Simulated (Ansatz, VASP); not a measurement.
Be: VASP beside Ansatz

File INCAR:

```
SYSTEM = Be
  PREC = Accurate
  ENCUT = 520
  EDIFF = 1E-7
  ISMEAR = -1
  SIGMA = 0.1
  LREAL = .False.
  LASPH = .True.
  NELM = 60
  ALGO = Normal
  ISIF = 2
  LWAVE = .False.
  LCHARG = .True.
  LELF = .True.
  LVHAR = .True.
  NBANDS = 9
```

KPOINTS

```
Automatic mesh
0
Gamma
  13 13 13
  0 0 0
```

Contents of POSCAR:

```
Be
1.0
    0.0000000000      2.4127936107      2.4127936107
    2.4127936107      0.0000000000      2.4127936107
    2.4127936107      2.4127936107      0.0000000000
Be
2
Direct
    0.1250000000      0.1250000000      0.1250000000
    0.8750000000      0.8750000000      0.8750000000
```

Input for Ansatz:

```yaml
crystal:
  lattice:
    - [0.0, 2.4127936107, 2.4127936107]
    - [2.4127936107, 0.0, 2.4127936107]
    - [2.4127936107, 2.4127936107, 0.0]
  atoms:
    - { symbol: Be, position: [0.125, 0.125, 0.125] }
    - { symbol: Be, position: [0.875, 0.875, 0.875] }
hamiltonian:
  xc: lda
  pseudopotentials:
    kind: paw
    azcp:
      Be: "pseudopotentials/Be.paw.azcp"
basis:
  ecutwfc: 420
  fft_grid_basis: typed
kpoints:
  mp_grid: { grid: [13, 13, 13], shift: [0, 0, 0] }
magnetization:
  spin_polarized: false
scf:
  occupations: { method: fermi_dirac, width: 0.1 }
  lower_state_search: "off"
output:
  stress: true
```

Alike in both runs: task single point; functional LDA; k mesh 13 × 13 × 13; occupations fermi-dirac, width 0.1 eV; no spin polarisation.

|  | VASP | Ansatz |
| --- | --- | --- |
| version | VASP 6.6.1 | Ansatz 0.2.0 |
| potentials or method | VASP PAW LDA potentials, release 64 (Be) | plane waves (420 eV) with PAW, scalar-relativistic |
| plane-wave cutoff (eV) | 520 | 420 |
| valence electrons in the cell | 4 | 4 |

|  | VASP | Ansatz | Ansatz less VASP |
| --- | --- | --- | --- |
| pressure (GPa) | 0.1 | 0.0 | -0.11 |

Ansatz warned: «pseudo_functional_mismatch».
